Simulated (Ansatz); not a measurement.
## Candidate structures of CoO

Theory: DFT, PBE, all-electron LAPW, scalar-relativistic (Ansatz 0.2.0).

Each cell is taken as listed (from a database or a relaxation; residual pressures are under 0.6 GPa and forces under 0.08 eV/Å), on meshes of about 0.2 Å⁻¹ spacing; energies are extrapolated to zero smearing, with no zero-point or thermal terms. Other structures, the observed one among them, may be missing from this set and lie lower. All runs are spin-polarised from parallel starts; other orders weren't tried.

Semilocal functionals without U often leave such compounds metallic or with too small a gap, and the real magnetic order may differ.

**Question.** Order the structures by energy per atom, lowest first, and give the differences.
A.
```
Co O
1.0
     0.00000    2.24956    2.24956
     2.24956    0.00000    2.24956
     2.24956    2.24956    0.00000
Co O
1 1
Direct
  0.00000 0.00000 0.00000
  0.25000 0.25000 0.25000
```
(zincblende type, relaxed by us; 13×13×13 mesh on the primitive cell, smearing 0.05 eV, P = 0.2 GPa, final moment 1.37 μB/atom)
B.
```
Co O
1.0
     0.00000    2.12378    2.12378
     2.12378    0.00000    2.12378
     2.12378    2.12378    0.00000
Co O
1 1
Direct
  0.00000 0.00000 0.00000
  0.50000 0.50000 0.50000
```
(rocksalt type, relaxed by us; 13×13×13 mesh on the primitive cell, smearing 0.08 eV, P = -0.1 GPa, final moment 1.44 μB/atom)

**Answer.** A (0 meV/atom), B (161 meV/atom).
